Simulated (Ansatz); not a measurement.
Input and output of a field-response calculation (clamped ions) on HfSi3O8 on the sites of monoclinic HfO2 (relaxed group P1) (the PAW code Ansatz, r2SCAN). The cell was relaxed beforehand with r2SCAN.

Input file:
```yaml
crystal:
  lattice:
    - [4.8702156845, 0.1613855609, -0.0274224236]
    - [0.1631602789, 4.3321731153, 0.2930469883]
    - [-0.8650350669, 0.2674049619, 5.2432215939]
  atoms:
    - { symbol: Hf, position: [0.3015020178, 0.4513604655, 0.7197010355] }
    - { symbol: Si, position: [0.7816501707, 0.9268022481, 0.8179305266] }
    - { symbol: Si, position: [0.7328178239, 0.5176577973, 0.3397149052] }
    - { symbol: Si, position: [0.258322208, 0.0842579005, 0.2122708688] }
    - { symbol: O, position: [0.44977406, 0.8507160955, 0.8060080411] }
    - { symbol: O, position: [0.6411626022, 0.2627947962, 0.5899649596] }
    - { symbol: O, position: [0.5085520839, 0.3002611882, 0.1185945882] }
    - { symbol: O, position: [0.4170558741, 0.7509498463, 0.3436039134] }
    - { symbol: O, position: [0.0749741432, 0.2592407401, 0.3976638654] }
    - { symbol: O, position: [0.8687066783, 0.7274590854, 0.1164617025] }
    - { symbol: O, position: [0.9157292673, 0.7133546862, 0.611823417] }
    - { symbol: O, position: [0.0497530707, 0.1551451506, 0.9262621764] }
kpoints:
  mp_grid: { grid: [4, 6, 4] }
hamiltonian:
  xc: r2scan
scf:
  occupations: { method: fixed }
dielectric: {}
```

It took 84 s on 1 × NVIDIA H100 80GB HBM3 with 2 threads of AMD EPYC 7R13 Processor (Zen 3), on a shared host; peak host memory 3.1 GiB.

The log, with set-up remarks and timings taken out:
```
Pseudopotential: Hf, paw, valence charge 26, recommended cutoff 500 eV (meta_gga)
Pseudopotential: Si, paw, valence charge 4, recommended cutoff 500 eV (meta_gga)
Pseudopotential: O, paw, valence charge 6, recommended cutoff 500 eV (meta_gga)
Functional definition: r2SCAN
Crystal: 12 atoms, lattice volume = 109.960 Å³
Basis set: ecut = 500 eV, 2783 PW (Γ)
Bands: 55, of which v1, the nominal top of the filled ones, is band 43 counted from 1 (42 counted from 0)
Symmetry: 1 space group operations
k-points: 52 of 96 (time reversal used)
SCF iter   1: HF=-22213.432510 eV  Δρ=1.12e-2  dr2=1.29e-1
preconditioner: auto → Resta (q_TF=auto, 2.619 Å⁻¹)  ε∞=4.0  [insulator: Δε(μ)=5.135 eV  ℏωp=32.5 eV]
SCF iter   2: HF=-22213.828271 eV  Δρ=6.63e-3  dr2=3.54e-2
SCF iter   3: HF=-22213.826525 eV  Δρ=3.05e-3  dr2=5.42e-3
SCF iter   4: HF=-22213.825421 eV  Δρ=7.25e-4  dr2=4.82e-4
SCF iter   5: HF=-22213.825097 eV  Δρ=2.35e-4  dr2=4.14e-5
SCF iter   6: HF=-22213.825107 eV  Δρ=9.15e-5  dr2=7.60e-6
SCF iter   7: HF=-22213.825368 eV  Δρ=2.08e-5  dr2=3.67e-7
SCF iter   8: HF=-22213.825368 eV  Δρ=8.31e-6  dr2=5.47e-8
SCF iter   9: HF=-22213.825368 eV  Δρ=3.14e-6  dr2=6.89e-9
SCF iter  10: HF=-22213.825368 eV  Δρ=5.11e-7  dr2=1.99e-10
SCF iter  11: HF=-22213.825368 eV  Δρ=2.08e-7  dr2=3.53e-11
SCF 1 converged in 11 iterations: F = -22213.825368 eV  dr2 = 3.53e-11
SCF 1 converged in 5 iterations: F = -22213.577447 eV  dr2 = 4.48e-8
SCF converged after 11 iterations
Free energy (F): -22213.825368 eV
Fermi energy:    10.360031 eV
--- Per-component energies (eV) ---
  E_band       = -71.359598
  E_kinetic    = 1997.701865
  E_local      = -9310.964070
  E_nonlocal   = -802.692065
  E_hartree    = 4079.939538
  E_xc         = -1034.791194
  E_vxc        = -1303.017004
  E_paw        = -9796.069465
  E_vpaw       = 1111.927453
  E_vtau       = 75.796699
  E_ewald      = -7346.795221
  E_core_change = -0.163304
--- Dielectric response (ions clamped): 3 representative field directions + reference, inside a basis on a mesh of 96 k-points ---
  ε∞ (high-frequency dielectric tensor):
        3.711988     0.042074     0.023436
        0.042074     3.696079     0.018962
        0.023436     0.018962     3.597469
  Born effective charges Z* (e; rows j = field, columns β = displacement):
    site 0:
         4.83004    0.17424    0.04573
         0.17296    5.32780    0.09659
         0.03002    0.22061    4.42544
    site 1:
         4.14473   -0.02540    0.17092
         0.33766    3.88456   -0.14011
         0.29521   -0.19927    3.72083
    site 2:
         4.56634    0.17709    0.11291
         0.01302    3.68086   -0.03343
         0.11850    0.01060    4.31744
    site 3:
         3.42855    0.00387   -0.06577
        -0.11869    3.76418    0.13779
        -0.12318   -0.08851    3.84328
    site 4:
        -2.07998   -0.53980   -0.11622
        -0.67899   -3.00077   -0.31794
        -0.23212   -0.45568   -1.48532
    site 5:
        -2.33661    0.29873    0.34152
         0.20876   -2.19768    0.49690
         0.21235    0.32677   -1.98228
    site 6:
        -1.88077   -0.43626   -0.18522
        -0.48401   -1.83988   -0.13896
        -0.26996   -0.01021   -2.50801
    site 7:
        -1.94737    0.41698    0.04206
         0.54733   -2.28981    0.42488
         0.07010    0.48053   -1.81690
    site 8:
        -2.22148    0.39988   -0.05781
         0.45736   -1.78552   -0.57863
         0.03301   -0.54617   -2.19681
    site 9:
        -1.86758   -0.34461    0.10032
        -0.39293   -1.74860    0.46046
         0.16316    0.56603   -2.36329
    site 10:
        -2.45362    0.54051   -0.15765
         0.51751   -1.93278   -0.51998
        -0.10099   -0.45381   -1.97366
    site 11:
        -2.18224   -0.66522   -0.23080
        -0.57999   -1.86236    0.11242
        -0.19608    0.14910   -1.98072
  ε∞ is read to err by 1.3e-2, Z* by 3.0e-2 e
```

The clamped-ion dielectric constant comes out as a tensor with principal values 3.59, 3.66, 3.75. Born charges, averaged over directions: Hf +4.86, Si +3.68 to +4.19, O -2.19 to -1.99 e. The program notes that the ground state's band table doesn't vouch for all the bands that the response reads.

Spin-unpolarised throughout. Whether this structure exists isn't addressed.
